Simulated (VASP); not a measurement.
Write the native input for VASP 6.6.1 that does the following.

```
Task                   : single point
Functional             : PBEsol
Potentials or basis    : VASP PAW PBE potentials, release 64 (Te)
Cutoff                 : 520 eV
k mesh                 : 9 × 9 × 9
Occupations            : gaussian, width 0.1 eV
Spin                   : no spin polarisation
Further INCAR settings : ALGO = Normal; EDIFF = 1e-07
```

The structure of Te lies in POSCAR:

```
Te
1.0
    2.3059043427      1.3313144930      1.6909537039
   -2.3059043427      1.3313144930      1.6909537039
    0.0000000000     -2.6626289860      1.6909537039
Te
1
Direct
    0.5000000000      0.5000000000      0.5000000000
```

This isn't the form of Te at room conditions, which is trigonal, of chains.

These files were run (other wordings do the same):

INCAR

```
PREC = Accurate ; ENCUT = 520
EDIFF = 1E-7 ; ISMEAR = 0
SIGMA = 0.1 ; LREAL = F
LASPH = T ; NELM = 100
ALGO = Normal ; ISIF = 2
LWAVE = F ; LCHARG = T
GGA = PS ; LELF = T
LVHAR = T
```

KPOINTS

```
regular mesh
0
Gamma
  9 9 9
```

Potentials or basis: VASP PAW PBE potentials, release 64 (Te).

Command:

```bash
$ cat potpaw_PBE.64/Te/POTCAR > POTCAR
$ mpirun -np 1 vasp_std > vasp.out
```

It gave:

```yaml
Pressure: 0.0 GPa
Band_gap_on_the_k_mesh: none (metal or under the smearing width)
```

Caveat: the PAW data sets were made with another functional, which shifts forces and pressure a little.

Wall time 12 s on 1 thread of Intel(R) Xeon(R) Platinum 8488C (Sapphire Rapids), on a shared host, peak memory 0.14 GiB.
